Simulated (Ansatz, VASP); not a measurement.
# Two plane-wave programs on Ta

```
Ta
1.0
     2.90388    0.00000    0.00000
    -1.45194    2.51483    0.00000
     0.00000    0.00000    2.72377
Ta
1
Direct
  0.00000 0.00000 0.50000
```

Alike in both runs: functional PBE; k mesh 9 × 9 × 6; occupations gaussian, width 0.1 eV; no spin polarisation.

Ansatz relaxed the structure, and its values are those at the end. VASP's run is a single point on that final structure, the one shown.

```csv
,VASP,Ansatz
version,VASP 6.6.1,Ansatz 0.2.0
potentials or method,"VASP PAW PBE potentials, release 64 (Ta_pv)","scalar-relativistic, plane waves, PAW"
plane-wave cutoff (eV),520,420
valence electrons in the cell,11,13
```

|  | VASP | Ansatz | Ansatz less VASP |
| --- | --- | --- | --- |
| gap on the k mesh at the Fermi level (eV) | none | none | - |
| pressure (GPa) | -0.2 | -0.2 | -0.08 |

A gap of «none» marks a metal or a gap that the smearing closes. The two sets of potentials don't hold the same shells in valence.

Caveats: the k mesh is coarse (spacing up to 0.38 Å⁻¹), so the values aren't converged. The runs have no spin-orbit coupling, so splittings on Ta are missing.
